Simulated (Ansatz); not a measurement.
Structure: CdIn₂O₄ (Fd-3m) from a database of computed structures, at its r2SCAN minimum. The symmetry is Fd-3m (No. 227, cubic); conventional cell a = 9.201 Å, 13.91 Å³ an atom. Cd is surrounded by 4 O at 2.20 Å; In is surrounded by 6 O at 2.19 Å; O is surrounded by 3 In at 2.19 Å and 1 Cd at 2.20 Å.

The questions ask for values computed with the plane-wave code Ansatz on this geometry. The values are computed, spin-unpolarised.

Given (6×6×6 mesh): The r2SCAN gap is indirect, 1.57 eV (L to Γ), below the direct gap of 1.63 eV at Γ.

Q: How does the gap change from r2SCAN to PBE (6×6×6)?

A: With PBE the valence top lies at L and the conduction bottom at Γ, 1.07 eV higher; the smallest vertical gap, at Γ, is 1.13 eV. The gap differs by -0.50 eV from r2SCAN's.

Q: How does the gap change from r2SCAN to HSE06 (4×4×4)?

A: HSE06 gives an indirect gap of 2.53 eV, from L to Γ; the least direct gap is 2.61 eV at Γ. The gap differs by +0.96 eV from r2SCAN's.

Q: What does PBE0 give for the gap (4×4×4 mesh)?

A: With PBE0 the valence top lies at L and the conduction bottom at Γ, 3.21 eV higher; the smallest vertical gap, at Γ, is 3.29 eV. The gap differs by +1.64 eV from r2SCAN's.

Q: What are ε∞ and the Born charges with r2SCAN?

A: ε∞: 4.38 in all directions. Born charges, averaged over directions: Cd +2.45, In +3.12, O -2.17 e. The program notes that the ground state's band table doesn't vouch for all the bands that the response reads.

Q: Relaxed again with PBEsol, is the cell stable at the zone centre, and where do its optical modes lie?

A: The zone-centre optical frequencies run from 82 to 581 cm⁻¹, none imaginary (the rest of the zone wasn't tested). The long-range field leaves the highest mode where it is. The program warns that the force constants, and all that is formed from them, aren't settled on this k mesh.

Q: How do these values compare with experiment?

A:
Calculation and measurement side by side:
- Direct gap, measured 3 eV: r2SCAN 1.63 (-1.37), PBE 1.13 (-1.87), HSE06 2.61 (-0.39), PBE0 3.29 (+0.29) eV. Source: about 3 eV (direct gap, approximate, earlier experiment; Rounded literature value shared by two compounds; sample form and doping not stated; quoted in “High-pressure effects on the optical-absorption edge of CdIn2S4, MgIn2S4, and MnIn2S4 thiospinels”, 2007, arxiv:0711.3702).
Measured gaps include zero-point and thermal shifts, optical ones also the exciton binding, and spin-orbit coupling, which these levels lack. Reports marked as nanostructured, strained, doped, implanted or mixed samples, and transport gaps, were set aside.

Spin-orbit coupling is left out.

The meshes of the hybrids are coarse, so their gaps aren't converged to the digits shown.
